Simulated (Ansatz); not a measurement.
Consider the hydrogenolysis of a C–F bond: `Fc1ccccn1` + H₂ → `c1ccncc1` + H–F.

Computed with Ansatz on PBE0-D4/def2-TZVP structures; ΔE is electronic, products minus reactants. CBS: MP2 limit from def2 TZ/QZ plus the TZ coupled-cluster correction, frozen cores. This one scheme is used for every species.

```json
{"level": "HF/def2-SVP", "ΔE (kJ/mol)": "-64.8"}
{"level": "CCSD(T)/def2-SVP", "ΔE (kJ/mol)": "-57.2"}
{"level": "CCSD(T)/def2-TZVPP", "ΔE (kJ/mol)": "-70.7"}
{"level": "CCSD/CBS(def2)", "ΔE (kJ/mol)": "-78.3"}
```

(1) What does CCSD(T)/CBS give? (An estimate is asked.)

Largest T1 diagnostic among the species: 0.013.

Results:

(1) Ansatz gave: -75.2 kJ/mol. The listed levels differ from it by 10.4, 18.0, 4.5, -3.1 kJ/mol.

From PBE to PBE0 (25 % exact exchange), in def2-TZVPP and without D4, ΔE moves by −8.1 kJ/mol. Leaving LDA and LC-ωPBE aside and taking each functional with its dispersion term where it has one, the values, not all of them listed here, spread over 19.0 kJ/mol, from PBE-QIDH to r2SCAN-D4. LDA lies +9.5 kJ/mol from PBE without D4. At CCSD(T), def2-SVP lies +18.0 kJ/mol from the extrapolated value and def2-TZVPP +4.5 kJ/mol.

CCSD(T)/CBS has its own doubt, a few kJ/mol and more with outer-core shells, so smaller differences from it don't rank the levels.
